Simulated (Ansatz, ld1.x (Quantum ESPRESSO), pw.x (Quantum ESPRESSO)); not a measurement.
**From atom to crystal: RRKJ potential for chromium**

```
Element                 : Cr (Z = 24)
Generator               : ld1.x (Quantum ESPRESSO) 7.5
Type                    : norm-conserving RRKJ (Kleinman–Bylander form)
Functional              : LDA (PW92)
Relativity              : scalar-relativistic
Frozen core             : [Ar]
Valence charge          : 6
Reference configuration : 3d5 4s0 4p1
Partial waves           : 4p (bound): rc 3.55 bohr; 3d (bound): rc 1.90 bohr; 4s (bound, empty): rc 2.30 bohr
Local potential         : the s channel
Core correction         : none
rho0                    : 0.01
```

Crystal test: fcc Cr in pw.x 7.5, no spin, 16³ k-points, Fermi–Dirac smearing 0.01 Ry, cutoffs 85/340 Ry. The lattice is a test structure that the element need not adopt, and mesh and smearing are coarse. Spin polarisation and strong correlation are left out, which matters for this element.

pw.x input:

```
&control
  calculation='scf', prefix='x', pseudo_dir='./', outdir='./tmp', tstress=.true., disk_io='none'
/
&system
  ibrav=0, nat=1, ntyp=1, ecutwfc=85, ecutrho=340, nbnd=10,
  occupations='smearing', smearing='fd', degauss=0.01
/
&electrons
  conv_thr=1e-09, mixing_beta=0.4, electron_maxstep=70
/
ATOMIC_SPECIES
Cr 1.0 Cr.UPF
CELL_PARAMETERS angstrom
  0.00000000 1.77586085 1.77586085
  1.77586085 0.00000000 1.77586085
  1.77586085 1.77586085 0.00000000
ATOMIC_POSITIONS crystal
Cr 0.0000 0.0000 0.0000
K_POINTS automatic
16 16 16 0 0 0
```

```bash
pw.x < Cr.scf.in > Cr.scf.out
```

How does the run end?

It converges; the pressure is 2.50 GPa against -0.86 GPa from all-electron LAPW. The largest radius (3.55 bohr) exceeds half the bond length (2.37 bohr), so the spheres overlap, which is one possible source of error among others. Atomic configuration tests: 1 of 9 tests not solved or not reliable. The log shows:

```
     number of k points=   145  Fermi-Dirac smearing, width (Ry)=  0.0100
     iteration #  1     ecut=    85.00 Ry     beta= 0.40
     total energy              =     -19.32206087 Ry
     estimated scf accuracy    <       0.39435289 Ry
     iteration #  2     ecut=    85.00 Ry     beta= 0.40
     total energy              =     -19.35354908 Ry
     estimated scf accuracy    <       0.02007627 Ry
     iteration #  3     ecut=    85.00 Ry     beta= 0.40
     total energy              =     -19.35754081 Ry
     estimated scf accuracy    <       0.00057381 Ry
     iteration #  4     ecut=    85.00 Ry     beta= 0.40
     total energy              =     -19.35759012 Ry
     estimated scf accuracy    <       0.00022567 Ry
     iteration #  5     ecut=    85.00 Ry     beta= 0.40
     total energy              =     -19.35762307 Ry
     estimated scf accuracy    <       0.00000294 Ry
     iteration #  6     ecut=    85.00 Ry     beta= 0.40
     total energy              =     -19.35762286 Ry
     estimated scf accuracy    <       0.00000082 Ry
     iteration #  7     ecut=    85.00 Ry     beta= 0.40
     total energy              =     -19.35762307 Ry
     estimated scf accuracy    <       0.00000008 Ry
     iteration #  8     ecut=    85.00 Ry     beta= 0.40
     total energy              =     -19.35762309 Ry
     estimated scf accuracy    <       0.00000002 Ry
     iteration #  9     ecut=    85.00 Ry     beta= 0.40
     the Fermi energy is    13.7250 ev
!    total energy              =     -19.35762309 Ry
     estimated scf accuracy    <          8.7E-12 Ry
     smearing contrib. (-TS)   =      -0.00671721 Ry
     The total energy is F=E-TS. E is the sum of the following terms:
     one-electron contribution =       8.84744920 Ry
     hartree contribution      =       1.38230693 Ry
     xc contribution           =      -4.98882451 Ry
     ewald contribution        =     -24.59183750 Ry
     convergence has been achieved in   9 iterations
          total   stress  (Ry/bohr**3)                   (kbar)     P=       25.05
     Message from routine punch:
     Nothing written, as per user request (disk_io='none')
```
